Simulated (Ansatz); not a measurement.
Input for Ansatz (plane-wave DFT, PAW):

```yaml
crystal:
  lattice:
    - [4.434539702, 0.0, 0.0]
    - [0.0, 4.434539702, 0.0]
    - [0.0, 0.0, 4.434539702]
  atoms:
    - { symbol: Cs, position: [0.0, 0.0, 0.0] }
    - { symbol: I, position: [0.5, 0.5, 0.5] }
basis:
  ecutwfc: 500
kpoints:
  mp_grid: { grid: [6, 6, 6] }
hamiltonian:
  xc: r2scan
scf:
  occupations: { method: gaussian, width: 0.02 }
output:
  forces: true
  stress: true
  eigenvalues: true
  write_density: true
  write_potential: true
  elf: true
  volumetric_format: npy
```

Command:
```bash
ansatz run input.yaml --threads 1 --pin off --max-ram 1331MiB --backend cpu --events-out ev --progress --plain --runs-dir out
```

All numbers below come from DFT r2SCAN, scalar-relativistic, plane waves, PAW (Ansatz 0.2.0).

Part of what the program printed, abridged (iterations and final results):

```
SCF iter   1: F=—  HF=-13217.436357 eV  |F-HF|=—  |Δ(HF+E_count)|=         —  Δρ=2.61e-3  dr2=6.63e-3  dr2_τ=8.14e-4  ethr=1.77e-3  ⟨swp⟩=7.2  Hψ=1994  notcnv=0
SCF iter   2: F=—  HF=-13217.450801 eV  |F-HF|=—  |Δ(HF+E_count)|=   1.44e-2  Δρ=1.31e-3  dr2=1.82e-3  dr2_τ=7.28e-5  ethr=2.55e-5  ⟨swp⟩=3.0  Hψ=815  notcnv=0
SCF iter   3: F=—  HF=-13217.450370 eV  |F-HF|=—  |Δ(HF+E_count)|=   4.31e-4  Δρ=2.45e-4  dr2=5.65e-5  dr2_τ=5.48e-6  ethr=7.00e-6  ⟨swp⟩=2.8  Hψ=701  notcnv=0
SCF iter   4: F=—  HF=-13217.450403 eV  |F-HF|=—  |Δ(HF+E_count)|=   3.33e-5  Δρ=1.29e-4  dr2=2.14e-5  dr2_τ=2.30e-7  ethr=2.17e-7  ⟨swp⟩=2.5  Hψ=681  notcnv=0
SCF iter   5: F=—  HF=-13217.450395 eV  |F-HF|=—  |Δ(HF+E_count)|=   7.68e-6  Δρ=3.55e-5  dr2=1.60e-6  dr2_τ=5.06e-8  ethr=8.24e-8  ⟨swp⟩=2.0  Hψ=600  notcnv=0
SCF iter   6: F=-13217.450396 eV  HF=-13217.450396 eV  |F-HF|=2.54e-8  |Δ(HF+E_count)|=   1.84e-7  Δρ=4.24e-6  dr2=1.96e-8  dr2_τ=8.16e-10  ethr=3.85e-10  ⟨swp⟩=8.7  Hψ=2638  notcnv=0
SCF 1 converged in 6 iterations: F = -13217.450396 eV  dr2 = 1.96e-8
SCF converged after 6 iterations
Free energy (F): -13217.450396 eV
Harris-Foulkes:  -13217.450396 eV  (|F-HF|=2.54e-8)
Internal energy: -13217.450396 eV  (E = F + TS)
E sigma→0 (E₀):  -13217.450396 eV
Fermi energy:    6.765667 eV
--- Per-component energies (eV) ---
  E_band       = -432.172850
  E_kinetic    = 332.856195
  E_local      = -2347.168024  (includes V_loc(G=0)·N_el)
  E_nonlocal   = -60.696361
  E_hartree    = 1177.992896
  E_xc         = -284.901345
  E_vxc        = -279.112247  (∫ρ·V_xc dr)
  E_paw        = -9932.810179  (= ΣΔE_a)
  E_vpaw       = -448.751552  (= ΣTr[D̂ρ^β])
  E_aug_tail   = -0.000024  (compensation charges beyond the density's cutoff)
  E_vtau       = 14.716278  (kinetic-family band-sum trace: ∫τ·v_τ [+ j·A + Jᵃ·Aᵃ] dr)
  E_ewald      = -2102.846486
  E_core_change = 0.122932  (= ΣΔE_core)
  E_smearing   =  0.000000  (= −TS)
--- Forces (eV/Å), atoms counted from 1 ---
  atom   1  Cs     0.00000000     0.00000000     0.00000000
  atom   2  I      0.00000000     0.00000000     0.00000000
--- Stress (GPa, compression-positive) ---
        1.921692       0.000000       0.000000
        0.000000       1.921692       0.000000
        0.000000       0.000000       1.921692
  P = ⅓ Tr σ = 1.9217 GPa (19.217 kbar)
--- Band table (eV; the first three rows and the last of 20) ---
  k-point 0: bands = ["-39.2645", "-39.2645", "-39.2645", "-39.2620", "-39.2620", "-16.3147", "-6.5752", "-2.6436", "-2.6436", "-2.6436", "4.4637", "4.4637", "4.4637", "9.0048", "9.0048", "9.5119", "13.1374"]
  k-point 1: bands = ["-39.2645", "-39.2645", "-39.2645", "-39.2620", "-39.2619", "-16.3049", "-6.5851", "-2.6826", "-2.6209", "-2.6209", "3.9318", "4.4104", "4.4104", "9.1874", "9.6383", "10.2109", "13.0344"]
  k-point 2: bands = ["-39.2645", "-39.2645", "-39.2645", "-39.2620", "-39.2617", "-16.2852", "-6.6092", "-2.7399", "-2.5746", "-2.5746", "3.1107", "4.3007", "4.3007", "9.6956", "11.0790", "11.5689", "12.5613"]
  k-point 19: bands = ["-39.2646", "-39.2646", "-39.2646", "-39.2615", "-39.2615", "-16.2094", "-6.2064", "-2.9607", "-2.9607", "-2.9607", "2.9840", "2.9840", "2.9840", "12.6081", "12.6081", "12.6081", "13.5177"]
```

The calculation finished and met its thresholds.